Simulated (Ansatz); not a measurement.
The system is Mg.

```
Mg
1.0
     0.00000    2.24426    2.24426
     2.24426    0.00000    2.24426
     2.24426    2.24426    0.00000
Mg
1
Direct
  0.00000 0.00000 0.00000
```

This isn't the form of Mg at room conditions, which is hcp.

Base run:

```yaml
Program: Ansatz 0.2.0
Functional: PBEsol
Potentials_or_basis: all-electron LAPW, scalar-relativistic
Cutoff: 106 eV (chosen from the basis error)
Basis_error_allowed: 0.001 eV/atom
k_mesh: 10 × 10 × 10
Occupations: gaussian, width 0.05 eV
Spin: no spin polarisation
```

Its results: band gap on the k mesh none (metal or under the smearing width); pressure 0.1 GPa.

The run is repeated on the same cell with these changes: functional from PBEsol to RPBE; occupations from gaussian, width 0.05 eV to gaussian, width 0.1 eV. What comes out?

Band gap on the k mesh none (metal or under the smearing width); pressure 2.0 GPa.
